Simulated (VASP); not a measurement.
# GaAs: molecular dynamics with a monitored distance, by stops when the distance exceeds

GaAs, F-43m (no. 216), 8 atoms in the cell. PBE, molecular dynamics; PAW potentials As, Ga (PBE set).

| Stops when the distance exceeds (Å) | Largest distance met (Å) | Steps run | Mean temperature (K) | Time (s) |
|---|---|---|---|---|
| 2.595 | 2.595 | 68 | 805 | 155 |
| 3.917 | 2.667 | 80 | 820 | 175 |

Limits: row 1: 204 fs of 8 atoms are too short for converged averages; the distance is that to the nearest periodic copy, which so small a cell caps; row 2: 240 fs of 8 atoms are too short for converged averages.

## Input of the first row

INCAR:
```
SYSTEM = GaAs
GGA      = PE             ! functional
PREC     = Normal         ! precision mode
ENCUT    = 210            ! plane-wave cutoff, eV
EDIFF    = 1E-5           ! SCF threshold, eV
NELMIN   = 4            
NELM     = 60             ! most SCF steps
ALGO     = Normal         ! electronic algorithm
LREAL    = Auto         
LASPH    = .TRUE.         ! aspherical terms in the spheres
ISMEAR   = 0              ! smearing method
SIGMA    = 0.05           ! smearing width, eV
ISYM     = 0            
LWAVE    = .FALSE.        ! write WAVECAR
LCHARG   = .FALSE.        ! write CHGCAR
IBRION   = 0              ! ionic algorithm
NSW      = 80             ! ionic steps
POTIM    = 3.0            ! step
TEBEG    = 1000         
TEEND    = 1000         
ISIF     = 2              ! what is computed and relaxed
MDALGO   = 1            
ANDERSEN_PROB= 0.05         
RANDOM_SEED= 682424 0 0   
VALUE_MAX= 2.595        
VALUE_MIN= 1.224        
KPAR     = 2             
```

KPOINTS:
```
k-points
0
Monkhorst-Pack
  2 2 2
```

ICONST:
```
R 1 8 7
```

POSCAR:
```
GaAs
1.0
    5.6537000000      0.0000000000      0.0000000000
    0.0000000000      5.6537000000      0.0000000000
    0.0000000000      0.0000000000      5.6537000000
As Ga
4 4
Direct
    0.2500000000      0.2500000000      0.2500000000
    0.2500000000      0.7500000000      0.7500000000
    0.7500000000      0.2500000000      0.7500000000
    0.7500000000      0.7500000000      0.2500000000
    0.0000000000      0.0000000000      0.0000000000
    0.0000000000      0.5000000000      0.5000000000
    0.5000000000      0.0000000000      0.5000000000
    0.5000000000      0.5000000000      0.0000000000
```

Commands:
```
cat potpaw_PBE.64/As/POTCAR potpaw_PBE.64/Ga/POTCAR > POTCAR
mpirun -np 2 vasp_std > vasp.out
```

Changes of the last row against the first:
```
- VALUE_MAX = 2.595
+ VALUE_MAX = 3.917
```

VASP 6.6.1 took 155 s on 2 cores (Intel Xeon Platinum 8488C (Sapphire Rapids)), a shared host.
